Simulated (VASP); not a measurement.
# Li2O (Fm-3m) in VASP: further runs

The runs below take Li2O through relaxation of cell and atoms, electrostatic potential, with PBE.

All numbers are computed with VASP 6.6.1; they aren't measurements. Logs are shortened: lines on timing, memory, paths and dates and some standing lists are left out, and cuts for length are marked.

## (1) Starting point

Symmetry: Fm-3m, No. 225, cubic system. Conventional cell: a = 4.600 Å, b = 4.600 Å, c = 4.600 Å, α = 90.00°, β = 90.00°, γ = 90.00°. Around O (site symmetry m-3m) lie 8 Li at 1.99 Å. Around Li (site symmetry -43m) lie 4 O at 1.99 Å.

The cell was built by a generator and needn't be a form met in nature.

## (2) Relaxation of cell and atoms, PBE

INCAR

```
PREC     = Accurate       # precision mode
ENCUT    = 700            # plane-wave cutoff, eV
EDIFF    = 1E-6           # SCF threshold, eV
ISMEAR   = 0              # smearing method
SIGMA    = 0.02           # smearing width, eV
LREAL    = False          # projectors in reciprocal space
LASPH    = True           # aspherical terms in the spheres
NELM     = 120            # most SCF steps
ALGO     = Fast           # electronic algorithm
ISIF     = 3              # what is computed and relaxed
LWAVE    = False          # write WAVECAR
LCHARG   = False          # write CHGCAR
GGA      = PE             # functional
IBRION   = 2              # ionic algorithm
NSW      = 60             # ionic steps
EDIFFG   = -0.005         # ionic threshold
```

KPOINTS

```
Automatic mesh
0
Gamma
  10 10 10
```

POSCAR

```
Li2O
1.0
    0.0000000000      2.3000000000      2.3000000000
    2.3000000000      0.0000000000      2.3000000000
    2.3000000000      2.3000000000      0.0000000000
O Li
1 2
Direct
    0.0000000000      0.0000000000      0.0000000000
    0.2500000000      0.2500000000      0.2500000000
    0.7500000000      0.7500000000      0.7500000000
```

Potentials or basis: VASP PAW PBE potentials, release 64 (O, Li_sv).

Run with:

```console
cat potpaw_PBE.64/O/POTCAR potpaw_PBE.64/Li_sv/POTCAR > POTCAR
mpirun -np 1 vasp_std > vasp.out
```

OUTCAR:

```text
PREC = Accurate
   ENCUT = 700
   EDIFF = 1E-6
   ISMEAR = 0
   LREAL = False
   LASPH = True
   NELM = 120
   ISIF = 3
   GGA = PE
   IBRION = 2
   NSW = 60
   EDIFFG = -0.005

 ion  position               nearest neighbor table
   1  0.000  0.000  0.000-   3 1.99   3 1.99   3 1.99   2 1.99   3 1.99   2 1.99   2 1.99   2 1.99

   2  0.250  0.250  0.250-   1 1.99   1 1.99   1 1.99   1 1.99   3 2.30   3 2.30   3 2.30   3 2.30
                             3 2.30   3 2.30
   3  0.750  0.750  0.750-   1 1.99   1 1.99   1 1.99   1 1.99   2 2.30   2 2.30   2 2.30   2 2.30
                             2 2.30   2 2.30

  LATTYP: Found a face centered cubic cell.
 ALAT       =     4.6000000000

  Lattice vectors:

 A1 = (   0.0000000000,   2.3000000000,   2.3000000000)
 A2 = (   2.3000000000,   0.0000000000,   2.3000000000)
 A3 = (   2.3000000000,   2.3000000000,   0.0000000000)

Analysis of symmetry for initial positions (statically):
=====================================================================
 Subroutine PRICEL returns:
 Original cell was already a primitive cell.

 Routine SETGRP: Setting up the symmetry group for a
 face centered cubic supercell.

 Subroutine GETGRP returns: Found 48 space group operations
 (whereof 48 operations were pure point group operations)
 out of a pool of 48 trial point group operations.

The static configuration has the point symmetry O_h .

Analysis of symmetry for dynamics (positions and initial velocities):
=====================================================================
 Subroutine PRICEL returns:
 Original cell was already a primitive cell.

 Routine SETGRP: Setting up the symmetry group for a
 face centered cubic supercell.

 Subroutine GETGRP returns: Found 48 space group operations
 (whereof 48 operations were pure point group operations)
 out of a pool of 48 trial point group operations.

The dynamic configuration has the point symmetry O_h .

 Subroutine INISYM returns: Found 48 space group operations
 (whereof 48 operations are pure point group operations),
 and found     1 'primitive' translations

----------------------------------------------------------------------------------------

                                     Primitive cell

  volume of cell :      24.3340

  direct lattice vectors                    reciprocal lattice vectors
[... 107 lines left out ...]
   IMIX   =      4    mixing-type and parameters
     AMIX     =   0.40;   BMIX     =  1.00
     AMIX_MAG =   1.60;   BMIX_MAG =  1.00
  volume/ion in A,a.u.               =       8.11        54.74
  Fermi-wavevector in a.u.,A,eV,Ry     =   1.293394  2.444160 22.760741  1.672867
  Thomas-Fermi vector in A             =   2.425042
   LORBIT       =      0    0 simple, 1 ext, 2 COOP (PROOUT), +10 PAW based schemes
   GGA     = PE    functional components
   LHFCALC =     F    Hartree Fock is set to
   AEXX    =    0.0000 exact exchange contribution
   IVDW    =     0    specifies the selected vdW correction
   LEPSILON=     F    determine dielectric tensor
   LRPA    =     F    only Hartree local field effects (RPA)
 conjugate gradient relaxation of ions
 non-spin polarized calculation
 RMM-DIIS sequential band-by-band and
 Gauss-broadening in eV      SIGMA  =   0.02
  energy-cutoff  :      700.00
  volume of cell :       24.33
 maximum number of plane-waves:      1034
   NGX = 13   NGY = 13   NGZ = 13

--------------------------------------- Ionic step        1  -------------------------------------------

 number of electron      12.0000002 magnetization

 Free energy of the ion-electron system (eV)
  ---------------------------------------------------
  ext. energy  EPLUGINS =         0.00000000
  ---------------------------------------------------
  free energy    TOTEN  =       -14.35311013 eV

  energy without entropy =      -14.35311013  energy(sigma->0) =      -14.35311013

------------------------ aborting loop because EDIFF is reached ----------------------------------------

  FORCE on cell =-STRESS in cart. coord.  units (eV):
  Direction    XX          YY          ZZ          XY          YZ          ZX
  --------------------------------------------------------------------------------------
  -------------------------------------------------------------------------------------
  Total        0.1406350      0.1406350      0.1406350     -0.0000000     -0.0000000     -0.0000000
  in kB        9.2595599      9.2595599      9.2595599     -0.0000000     -0.0000000     -0.0000000
  external PRESSURE =       9.2595599 kB  Pullay stress =       0.0000000 kB
[... 61 lines left out ...]
--------------------------------------- Ionic step        3  -------------------------------------------

 number of electron      12.0000000 magnetization

 Free energy of the ion-electron system (eV)
  ---------------------------------------------------
  ext. energy  EPLUGINS =         0.00000000
  ---------------------------------------------------
  free energy    TOTEN  =       -14.35388572 eV

  energy without entropy =      -14.35388572  energy(sigma->0) =      -14.35388572

 E-fermi :   1.4557     XC(G=0):  -9.7587

 val. band max:        1.3433520285   @ k =   0.0000   0.0000   0.0000
 cond. band min:       6.3233881052   @ k =   0.5000   0.5000   0.0000
 fundamental gap:      4.9800360767
 Fermi energy:         1.4557281128

 k-point     1 :       0.0000    0.0000    0.0000
  band No.  band energies     occupation
      1     -41.6388      2.00000
      2     -41.3074      2.00000
      3     -14.1077      2.00000
      4       1.3434      2.00000
      5       1.3434      2.00000
      6       1.3434      2.00000
      7       6.6275      0.00000
      8      13.2880      0.00000
      9      13.2880      0.00000
     10      13.2880      0.00000
[... 287 lines left out ...]
 k-point    24 :       0.4000    0.3000    0.0000
  band No.  band energies     occupation
      1     -41.5305      2.00000
      2     -41.3872      2.00000
      3     -13.8868      2.00000
      4      -0.3074      2.00000
      5       0.2567      2.00000
      6       0.3033      2.00000
      7       7.2280      0.00000
      8      13.9811      0.00000
      9      14.3849      0.00000
     10      15.4903      0.00000

 [... further k-points ...]

------------------------ aborting loop because EDIFF is reached ----------------------------------------

  FORCE on cell =-STRESS in cart. coord.  units (eV):
  Direction    XX          YY          ZZ          XY          YZ          ZX
  --------------------------------------------------------------------------------------
  -------------------------------------------------------------------------------------
  Total       -0.0049256     -0.0049256     -0.0049256     -0.0000000     -0.0000000     -0.0000000
  in kB       -0.3206896     -0.3206896     -0.3206896     -0.0000000     -0.0000000     -0.0000000
  external PRESSURE =      -0.3206896 kB  Pullay stress =       0.0000000 kB
[... 18 lines left out ...]
  FREE ENERGIE OF THE ION-ELECTRON SYSTEM (eV)
  ---------------------------------------------------
  free  energy   TOTEN  =       -14.3538857215 eV

  energy  without entropy=      -14.3538857215  energy(sigma->0) =      -14.35388572

 reached required accuracy - stopping structural energy minimisation
```

CONTCAR:

```text
Li2O
   1.00000000000000
    -0.0000000000000000    2.3086150431787047    2.3086150431787047
     2.3086150431787047   -0.0000000000000000    2.3086150431787047
     2.3086150431787047    2.3086150431787047   -0.0000000000000000
  O               Li
     1     2
Direct
     0.0000000000000000    0.0000000000000000    0.0000000000000000
     0.2500000000000000    0.2500000000000000    0.2500000000000000
     0.7500000000000000    0.7500000000000000    0.7500000000000000

  0.00000000E+00  0.00000000E+00  0.00000000E+00
  0.00000000E+00  0.00000000E+00  0.00000000E+00
  0.00000000E+00  0.00000000E+00  0.00000000E+00
```

Run time: 41 s. Hardware: 1 thread of Intel Xeon Platinum 8259CL at 2.50GHz (Skylake/Cascade Lake), shared host; peak memory 0.15 GiB.

Results:

```
Free energy                            : -14.3539 eV
Relaxed volume                         : 8.20 Å³/atom
Relaxed cell                           : a = 3.265 Å, b = 3.265 Å, c = 3.265 Å, α = 60.00°, β = 60.00°, γ = 60.00°
Space group after relaxing (to 0.05 Å) : Fm-3m (No. 225)
Energy gained by relaxing              : 0.3 meV/atom
Ionic steps                            : 3
Pressure after relaxing                : 0.0 GPa
Band gap on the k mesh                 : 4.98 eV, indirect (least direct gap 5.28 eV)
```

Step by step:
```tsv
step	energy change (eV)	largest force (eV/Å)	pressure (GPa)	volume (Å³)
1	0.0000	0.0000	0.93	24.33
2	-0.0007	0.0000	0.36	24.50
3	-0.0008	0.0000	-0.03	24.61
```

Final structure:
```
CELL_PARAMETERS angstrom
0.00000 2.30862 2.30862
2.30862 0.00000 2.30862
2.30862 2.30862 0.00000
ATOMIC_POSITIONS crystal
O 0.00000 0.00000 0.00000
Li 0.25000 0.25000 0.25000
Li 0.75000 0.75000 0.75000
```

Levels at points of the mesh, in eV from the valence-band top:
| k point | band 2 | band 3 | band 4 | band 5 | band 6 | band 7 | band 8 | band 9 | band 10 |
| --- | --- | --- | --- | --- | --- | --- | --- | --- | --- |
| (0.00, 0.00, 0.00) | -42.65 | -15.45 | 0.00 | 0.00 | 0.00 | 5.28 | 11.94 | 11.94 | 11.94 |
| (0.50, 0.00, 0.00) | -42.80 | -15.23 | -2.77 | -0.45 | -0.45 | 9.22 | 9.83 | 12.07 | 12.07 |
| (0.50, 0.50, 0.00) | -42.74 | -15.18 | -1.60 | -1.38 | -1.38 | 4.98 | 13.55 | 13.55 | 14.74 |

## (3) Electrostatic potential, PBE

This run uses another cell than the first one, of 8.20 Å³/atom, 1.011 times its volume.

INCAR

```
SYSTEM = Li2O
PREC = Accurate ; ENCUT = 700
EDIFF = 1E-6 ; ISMEAR = 0
SIGMA = 0.02 ; LREAL = .False.
LASPH = .True. ; NELM = 100
ALGO = Fast ; ISIF = 2
LWAVE = .False. ; LCHARG = .True.
GGA = PE ; LVHAR = .True.
```

KPOINTS

```
regular mesh
0
Gamma
  10 10 10
  0 0 0
```

POSCAR

```
Li2O                                    
1.0
   -0.0000000000      2.3086150432      2.3086150432
    2.3086150432     -0.0000000000      2.3086150432
    2.3086150432      2.3086150432     -0.0000000000
  O               Li            
     1     2
Direct
     0.0000000000000000    0.0000000000000000    0.0000000000000000
     0.2500000000000000    0.2500000000000000    0.2500000000000000
     0.7500000000000000    0.7500000000000000    0.7500000000000000
```

Potentials or basis: VASP PAW PBE potentials, release 64 (O, Li_sv).

Run with:

```console
cat potpaw_PBE.64/O/POTCAR potpaw_PBE.64/Li_sv/POTCAR > POTCAR
mpirun -np 1 vasp_std > vasp.out
```

OUTCAR:

```text
SYSTEM = Li2O
   PREC = Accurate
   ENCUT = 700
   EDIFF = 1E-6
   ISMEAR = 0
   LREAL = .False.
   LASPH = .True.
   NELM = 100
   ISIF = 2
   GGA = PE

 ion  position               nearest neighbor table
   1  0.000  0.000  0.000-   2 2.00   3 2.00   3 2.00   3 2.00   3 2.00   2 2.00   2 2.00   2 2.00

   2  0.250  0.250  0.250-   1 2.00   1 2.00   1 2.00   1 2.00   3 2.31   3 2.31   3 2.31   3 2.31
                             3 2.31   3 2.31
   3  0.750  0.750  0.750-   1 2.00   1 2.00   1 2.00   1 2.00   2 2.31   2 2.31   2 2.31   2 2.31
                             2 2.31   2 2.31

  LATTYP: Found a face centered cubic cell.
[... 511 lines left out ...]
  --------------------------------------------------------------------------------------
  -------------------------------------------------------------------------------------
  Total       -0.0027699     -0.0027699     -0.0027699     -0.0000000     -0.0000000      0.0000000
  in kB       -0.1803407     -0.1803407     -0.1803407     -0.0000000     -0.0000000      0.0000000
  external PRESSURE =      -0.1803407 kB  Pullay stress =       0.0000000 kB

 VOLUME and BASIS-vectors are now :
 -----------------------------------------------------------------------------
  energy-cutoff  :      700.00
  volume of cell :       24.61
      direct lattice vectors                 reciprocal lattice vectors
     0.000000000  2.308615043  2.308615043    -0.216580067  0.216580067  0.216580067
     2.308615043  0.000000000  2.308615043     0.216580067 -0.216580067  0.216580067
     2.308615043  2.308615043  0.000000000     0.216580067  0.216580067 -0.216580067

 POSITION                                       TOTAL-FORCE (eV/Angst)
 -----------------------------------------------------------------------------------
      0.00000      0.00000      0.00000         0.000000      0.000000      0.000000
      1.15431      1.15431      1.15431        -0.000000     -0.000000     -0.000000
      3.46292      3.46292      3.46292         0.000000      0.000000      0.000000
 -----------------------------------------------------------------------------------
    total drift:                                0.000000      0.000000      0.000000

  FREE ENERGIE OF THE ION-ELECTRON SYSTEM (eV)
  ---------------------------------------------------
  free  energy   TOTEN  =       -14.3549422820 eV

  energy  without entropy=      -14.3549422820  energy(sigma->0) =      -14.35494228
```

OSZICAR:

```text
N       E                     dE             d eps       ncg     rms          rms(c)
DAV:   1     0.473900552822E+02    0.47390E+02   -0.72497E+03   940   0.157E+03
DAV:   2    -0.109115496220E+02   -0.58302E+02   -0.55008E+02  1100   0.259E+02
DAV:   3    -0.160423709454E+02   -0.51308E+01   -0.51119E+01  1658   0.654E+01
[... 11 lines left out ...]
RMM:  15    -0.143549315932E+02   -0.13467E-04   -0.10775E-04  1412   0.655E-02    0.612E-03
RMM:  16    -0.143549380570E+02   -0.64638E-05   -0.50027E-05  1376   0.454E-02    0.169E-03
RMM:  17    -0.143549407159E+02   -0.26590E-05   -0.21629E-05  1296   0.288E-02    0.902E-04
RMM:  18    -0.143549417771E+02   -0.10612E-05   -0.90287E-06  1120   0.194E-02    0.109E-03
RMM:  19    -0.143549422820E+02   -0.50488E-06   -0.39140E-06  1070   0.148E-02
   1 F= -.14354942E+02 E0= -.14354942E+02  d E =-.539032E-19
```

stdout:

```text
POSCAR found type information on POSCAR O Li
 POSCAR found :  2 types and       3 ions
 scaLAPACK will be used
 LDA part: xc-table for (Slater+PW92), standard interpolation
 POSCAR, INCAR and KPOINTS ok, starting setup
 FFT: planning ... GRIDC
 FFT: planning ... GRID_SOFT
 FFT: planning ... GRID
 WAVECAR not read
 entering main loop
```

Wall time 24 s (1 thread of Intel Xeon Platinum 8259CL at 2.50GHz (Skylake/Cascade Lake), shared host); peak memory 0.15 GiB.

What came out:

| Property | Result |
| --- | --- |
| Free energy | -14.3549 eV |
| Pressure | 0.0 GPa |
| Band gap on the k mesh | 4.98 eV, indirect (least direct gap 5.28 eV) |

A k mesh can miss the band edges.
